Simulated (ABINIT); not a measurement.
Crystal: MoS2.

```
Mo S
1.0
     3.22746    0.00000    0.00000
    -1.61373    2.79507    0.00000
     0.00000    0.00000    6.31247
Mo S
1 2
Direct
  0.00000 0.00000 0.50000
  0.66667 0.33333 0.74468
  0.33333 0.66667 0.25532
```

Measurements of this composition are mostly on another form, of space group No. 194.

Base run:

```yaml
Program: ABINIT 10.8.3 (patched build)
Functional: HCTH407
Potentials_or_basis: JTH PAW PBE v2.0
Cutoff: 544 eV
k_mesh: 9 × 9 × 4
Occupations: fermi-dirac, width 0.05 eV
Spin: no spin polarisation
```

Its results: band gap on the k mesh none (metal or under the smearing width); pressure -0.2 GPa; largest force 0.343 eV/Å.

Question: The run is repeated on the same cell with these changes: functional from HCTH407 to revPBE. What comes out?

Answer: Band gap on the k mesh none (metal or under the smearing width); pressure 2.8 GPa; largest force 0.327 eV/Å.

Caveats: the PAW data sets were made with another functional, which shifts forces and pressure a little; this functional lacks dispersion, which binds the layers, so the pressure and a relaxed spacing across them are unreliable (some runs).
